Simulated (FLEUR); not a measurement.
## MnS under changes of volume

One of the cells (17.667 Å³/atom); the others are scaled copies at fixed shape and fractional positions:

```
CELL_PARAMETERS angstrom
0.00000 2.60450 2.60450
2.60450 0.00000 2.60450
2.60450 2.60450 0.00000
ATOMIC_POSITIONS crystal
Mn 0.00000 0.00000 0.00000
S 0.50000 0.50000 0.50000
```

```yaml
Program: FLEUR MaX-R8.1 (later development tree)
Functional: AM05
Potentials_or_basis: all-electron
Basis: FLAPW
Kmax: 4.73 1/bohr
k_mesh: 9 × 9 × 9
Occupations: fermi-dirac, width 0.05 eV
Spin: collinear spin, ferromagnetic start
Starting_moments: "[4.0, 0.0] μB"
```

```tsv
volume (Å³/atom)	energy over the lowest point (meV/atom)	moment (μB per cell)
16.607	0.00	4.51
16.961	10.11	4.58
17.667	?	?
18.374	68.60	4.77
18.727	87.30	4.81
```

What does the run at 17.667 Å³/atom give?

Energy over the lowest point 35.69 meV/atom; moment 4.69 μB per cell.

Worked out: A Birch-Murnaghan fit of order 2 (a polynomial in V^(-2/3)) to the other rows has no minimum within the range. It gives 35.94 meV/atom at 17.667 Å³/atom, against the run's 35.69. A parabola through the other rows of the moment, of slope 0.139 μB per Å³/atom there, gives 4.69 μB, against the run's 4.69.

Energies are extrapolated to zero smearing.

Caveats: a cell with one magnetic atom can't hold antiferromagnetic order, which such compounds often take.
